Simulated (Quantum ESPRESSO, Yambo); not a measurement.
# GaAs (F-43m): G0W0 with Yambo, start to end, part 2 of 3

How does a plane-wave GW calculation on GaAs (F-43m) run from the first input to the gap?

Quantum ESPRESSO 7.5 and Yambo 5.3.0; PBE and many-body steps on it, plane waves. Known limits of the many-body steps: not at the basis limit; exchange with frozen shells missing; no spin-orbit coupling; coarse k mesh.

So far. Step 2 (Ground state): The gap is direct, at Γ. Step 3 (Bands along the symmetry lines): The gap is 0.514 eV, as in the run before at this level.

### 4. Empty states on the mesh, 4×4×4 mesh, 132 bands

Level of this step: DFT, PBE, plane waves, norm-conserving pseudopotentials (Quantum ESPRESSO).

The sums over transitions need many empty states on a uniform mesh; this step solves for them.

Contents of pw.in:

```
&control
  calculation = 'nscf'
  prefix = 'x'
  outdir = 'o'
  pseudo_dir = 'pseudo'
/
&system
  ibrav = 0
  nat = 2
  ntyp = 2
  ecutwfc = 76.0
  nbnd = 132
  force_symmorphic = .true.
/
&electrons
  conv_thr = 1e-9
  electron_maxstep = 80
  diago_full_acc = .true.
  diago_thr_init = 5e-6
/
ATOMIC_SPECIES
  Ga 69.723 Ga.upf
  As 74.922 As.upf
CELL_PARAMETERS angstrom
  0.0000000000 2.8268500000 2.8268500000
  2.8268500000 0.0000000000 2.8268500000
  2.8268500000 2.8268500000 0.0000000000
ATOMIC_POSITIONS crystal
  Ga 0.0000000000 0.0000000000 0.0000000000
  As 0.2500000000 0.2500000000 0.2500000000
K_POINTS automatic
  4 4 4 0 0 0
```

Run with:

```console
$ OMP_NUM_THREADS=1 mpirun -n 4 pw.x -nk 4 -in pw.in > pw.out
```

What it wrote:

```text
[banner, memory and clock lines left out]
Program PWSCF v.7.5 starts

     Atomic positions and unit cell read from directory:
     o/x.save/

     Message from routine setup:
     using ibrav=0 with symmetry is DISCOURAGED, use correct ibrav instead

     G-vector sticks info

     bravais-lattice index     =            0
     lattice parameter (alat)  =       7.5547  a.u.
     unit-cell volume          =     304.8842 (a.u.)^3
     number of atoms/cell      =            2
     number of atomic types    =            2
     number of electrons       =        28.00
     number of Kohn-Sham states=          132
     kinetic-energy cutoff     =      76.0000  Ry
     charge density cutoff     =     304.0000  Ry
     Exchange-correlation= PBE
                           (   1   4   3   4   0   0   0)

     celldm(1)=   7.554690  celldm(2)=   0.000000  celldm(3)=   0.000000
     celldm(4)=   0.000000  celldm(5)=   0.000000  celldm(6)=   0.000000

     crystal axes: (cart. coord. in units of alat)
               a(1) = (   0.000000   0.707107   0.707107 )
               a(2) = (   0.707107   0.000000   0.707107 )
               a(3) = (   0.707107   0.707107   0.000000 )

     reciprocal axes: (cart. coord. in units 2 pi/alat)
               b(1) = ( -0.707107  0.707107  0.707107 )
               b(2) = (  0.707107 -0.707107  0.707107 )
               b(3) = (  0.707107  0.707107 -0.707107 )
     Pseudo is Norm-conserving + core correction, Zval = 13.0
     Generated using ONCVPSP code by D. R. Hamann
     Using radial grid of 1902 points,  6 beta functions with:
     Pseudo is Norm-conserving + core correction, Zval = 15.0
     Generated using ONCVPSP code by D. R. Hamann
     Using radial grid of 1358 points,  6 beta functions with:
     Ga               13.00    69.72300     Ga( 1.00)
     As               15.00    74.92200     As( 1.00)

     24 Sym. Ops. (no inversion) found

   Cartesian axes

     site n.     atom                  positions (alat units)
         1        Ga     tau(   1) = (   0.0000000   0.0000000   0.0000000  )
         2        As     tau(   2) = (   0.3535534   0.3535534   0.3535534  )

     number of k points=     8
                       cart. coord. in units 2pi/alat
        k(    1) = (   0.0000000   0.0000000   0.0000000), wk =   0.0312500
        k(    2) = (   0.1767767   0.1767767  -0.1767767), wk =   0.2500000
        k(    3) = (  -0.3535534  -0.3535534   0.3535534), wk =   0.1250000
[...]
k(    7) = (  -0.7071068   0.0000000   0.0000000), wk =   0.0937500
        k(    8) = (  -0.7071068   0.3535534   0.0000000), wk =   0.1875000

     Dense  grid:    27317 G-vectors     FFT dimensions: (  45,  45,  45)

     The potential is recalculated from file :
     o/x.save/charge-density

     Starting wfcs are   18 randomized atomic wfcs +  114 random wfcs

     Band Structure Calculation

     End of band structure calculation

          k = 0.0000 0.0000 0.0000 (  3479 PWs)   bands (ev):

   -26.4007 -26.4007 -26.4007 -26.3913 -26.3913  -6.0158  -6.0158  -6.0158
    -5.9387  -5.9387  -3.9193   8.8080   8.8080   8.8080   9.3217  12.5467
    12.5467  12.5467  16.4118  18.9704  18.9704  20.3877  20.3877  20.3877
[...]
[... 5 further rows ...]
[...]
108.9727 109.1283 109.1283 109.1283

          k = 0.1768 0.1768-0.1768 (  3416 PWs)   bands (ev):

[...]
[... 5 further rows ...]
[...]
107.3164 108.6697 108.9255 109.4826

          k =-0.3536-0.3536 0.3536 (  3426 PWs)   bands (ev):

[...]
68.8713  69.6698  71.9647  71.9647  72.2720  72.2720  72.8241  73.2306
     [... 5 further rows ...]
   104.8640 105.4754 105.4754 106.1311 106.6087 106.6565 106.6565 107.6549
   107.6549 108.3584 108.7679 108.7679

          k = 0.3536 0.0000 0.0000 (  3399 PWs)   bands (ev):

     [... further k-points ...]

     highest occupied, lowest unoccupied level (ev):     8.8080    9.3217

     XML data file, pseudopotentials, collected wavefunctions
```

It took 7.1 s on 4 MPI ranks of Arm Neoverse V2, shared host; peak memory 0.35 GiB; 28 s of CPU time.

This step gave:

```yaml
gap: 0.5137 eV
k_of_the_valence_top: 0, 0, 0
k_of_the_conduction_bottom: 0, 0, 0
least_direct_gap: 0.5137 eV
k_points_computed: 8
lowest_point_of_the_top_converged_band_above_the_valence_top: 97.4908 eV
```

On this mesh the gap is 0.514 eV.

### 5. Conversion and set-up

This step: Yambo 5.3.0; conversion and set-up on PBE, plane waves, norm-conserving pseudopotentials.

The states are converted to the many-body program's format and the q mesh is built.

Run with:

```console
$ (cd o/x.save; p2y > p2y.log; mv SAVE ../..); yambo > setup.log
```

What it wrote:

```text
 Yambo, version 5.3.0

 [02] CORE Variables Setup
 =========================

  [02.01] Unit cells
  ==================

  Cell kind             :  FCC
  Atoms in the cell     :  Ga  As
  number of Ga atoms    :  1
  number of As atoms    :  1

  List of atomic masses
  Mass of Ga    :  69.72300
  Mass of As    :  74.92200

  List of atomic coordinates    : [cc]
  Ga1       :  0.000000  0.000000  0.000000  order 1
  As1       :  2.670986  2.670986  2.670986  order 2

  Alat factors          :  5.341972  5.341972  5.341972 [a.u.]
  Direct lattice volume :  304.8842 [a.u.]
  Direct lattice vectors:  A[ 1 ]  A[ 2 ]  A[ 3 ]
   A[ 1 ]:  0.000000  1.000000  1.000000  [iru]
   0.000000  5.341972  5.341972  [cc]
   A[ 2 ]:  1.000000  0.000000  1.000000  [iru]
   5.341972  0.000000  5.341972  [cc]
   A[ 3 ]:  1.000000  1.000000  0.000000  [iru]
   5.341972  5.341972  0.000000  [cc]

  Recip. lattice volume :  0.813588 [a.u.]
  Recip. lattice vectors:  B[ 1 ]  B[ 2 ]  B[ 3 ]
   B[ 1 ]: -0.500000  0.500000  0.500000  [iku]
  -0.588096  0.588096  0.588096  [cc]
   B[ 2 ]:  0.500000 -0.500000  0.500000  [iku]
   0.588096 -0.588096  0.588096  [cc]
   B[ 3 ]:  0.500000  0.500000 -0.500000  [iku]
   0.588096  0.588096 -0.588096  [cc]

  [02.02] Symmetries
  ==================

  Inversion symmetry    : yes
  Spatial inversion     : no
  Inversion index       :  25
  K-space Time-reversal : yes
  Magnetic symmetries   : no
  Time-reversal derived K-space symmetries:   25   48
  Group table correct   : yes
  Symmetries units      :  [cc]

   [S  1]:   1.0000      0.14712E-16  0.14712E-16  0.14712E-16   1.0000     -0.14712E-16 -0.14712E-16 -0.14712E-16   1.0000
   [S  2]:  -1.0000     -0.14712E-16  0.14712E-16 -0.14712E-16  -1.0000     -0.14712E-16  0.14712E-16  0.14712E-16   1.0000
   [S  3]:  -1.0000      0.14712E-16 -0.14712E-16 -0.14712E-16   1.0000      0.14712E-16  0.14712E-16 -0.14712E-16  -1.0000
[...]
[S  9]:  0.14712E-16   1.0000      0.14712E-16 -0.14712E-16  0.14712E-16   1.0000       1.0000     -0.14712E-16 -0.14712E-16
   [S 10]:  0.14712E-16  -1.0000     -0.14712E-16 -0.14712E-16 -0.14712E-16  -1.0000       1.0000      0.14712E-16  0.14712E-16
     [... 36 further rows ...]
   [S*47]:   1.0000      0.14712E-16 -0.14712E-16  0.14712E-16 -0.14712E-16  -1.0000     -0.14712E-16   1.0000      0.14712E-16
   [S*48]:   1.0000     -0.14712E-16  0.14712E-16  0.14712E-16  0.14712E-16   1.0000     -0.14712E-16  -1.0000     -0.14712E-16

  [02.03] Reciprocal space
  ========================

  nG shells         :  296
  nG charge         :  27317
  nG WFs            :   4210
  nC WFs            :   3479
  G-vecs. in first 29 shells:  [ Number ]
     1    9   15   27   51   59   65   89  113
    137   169   181   229   259   283   307   331   339
    387   411   459   531   537   561   609   645   701
    725   749
  ...
  Shell energy in first 29 shells:  [ mHa ]
[...]
K/Q-points units:
  rlu = crystal or reduced units; cc = cartesian coordinates; iku = interal k-units

  K [1]          [rlu]:  0.000000  0.000000  0.000000
         WF components:   3479
  K [2]          [rlu]: -0.91587E-18 -0.91587E-18  0.25000
         WF components:   3416
  K [3]          [rlu]:  0.18317E-17  0.18317E-17 -0.50000
         WF components:   3426
  K [4]          [rlu]: -0.26116E-17  0.25000      0.25000
         WF components:   3399
  K [5]          [rlu]:  0.18030E-16  0.25000     -0.50000
         WF components:   3415
  [... 2 further k-points ...]
  K [8]          [rlu]:  0.250000 -0.500000 -0.250000
         WF components:   3400

  [02.05] Energies & Occupations
  ==============================

  [X] === General ===
  [X] Electronic Temperature                        :  0.000000  0.000000 [eV K]
  [X] Bosonic    Temperature                        :  0.000000  0.000000 [eV K]
  [X] Finite Temperature mode                       : no
  [X] El. density                                   :  0.61975E+24 [cm-3]
  [X] Fermi Level                                   :  8.808015 [eV]

  [X] === Gaps and Widths ===
  [X] Conduction Band Min                           :  0.513686 [eV]
  [X] Valence Band Max                              :  0.000000 [eV]
  [X] Filled Bands                                  :  14
  [X] Empty Bands                                   :   15  132
  [X] Direct Gap                                    :  0.513686 [eV]
  [X] Direct Gap localized at k                     :  1
  [X] Indirect Gap                                  :  0.513686 [eV]
  [X] Indirect Gap between kpts                     :  1  1
  [X] Last valence band width                       :  3.339526 [eV]
  [X] 1st conduction band width                     :  4.109682 [eV]

  E @ K [1]:  [eV]
  -35.20871 -35.20871 -35.20871 -35.19928 -35.19928 -14.82380 -14.82380 -14.82380
   -14.747      -14.747      -12.727     -0.42266E-09 -0.36660E-09   0.0000      0.51369       3.7387
    3.73871   3.73871   7.60379  10.16235  10.16235  11.57973  11.57973  11.57973
[...]
occ @ K [1]
[...]
E @ K [2]:  [eV]
[...]
occ @ K [2]
[...]
E @ K [3]:  [eV]
[...]
occ @ K [3]
[...]
E @ K [4]:  [eV]
[...]
occ @ K [4]
[...]
E @ K [5]:  [eV]
[...]
occ @ K [5]
[...]
[... 2 further k-points ...]
  E @ K [8]:  [eV]
[...]
occ @ K [8]
[...]
0.000000  0.000000  0.000000  0.000000  0.000000  0.000000  0.000000  0.000000
   0.000000  0.000000  0.000000  0.000000  0.000000  0.000000  0.000000  0.000000

 [03] Transferred momenta grid and indexing
 ==========================================

 IBZ Q-points                                      :   8
 BZ  Q-points                                      :   64

 K/Q-points units:
 rlu = crystal or reduced units; cc = cartesian coordinates; iku = interal k-units

 Q [1]          [rlu]:  0.000000  0.000000  0.000000
 Q [2]          [rlu]: -0.91587E-18 -0.91587E-18  0.25000
 Q [3]          [rlu]:  0.18317E-17  0.18317E-17 -0.50000
[...]
Q [7]          [rlu]:  0.52231E-17 -0.50000     -0.50000
 Q [8]          [rlu]:  0.250000 -0.500000 -0.250000

  [03.01] X indexes
  =================

   [03.01.01] Sigma indexes
   ========================

 [06] Game Over & Game summary
```

Wall time 2.3 s (1 MPI rank); peak memory 0.25 GiB.

[end of part 2 of 3]

[Paths, hosts, dates, memory and timing lines, banners, echoed tables and standing remarks are left out of the program output.]

[Logs are printed without paths, hosts, clocks, repeated set-up lines and the standing remarks that a program may print on its own settings, such as how far it seeks lower states.]

[Runs of the session that timed out or met a known fault of the program may be left out.]

[Hosts, paths, dates, database ids (printed as entryN), source tags and the programs' standing remarks are cut or masked in the printed files.]
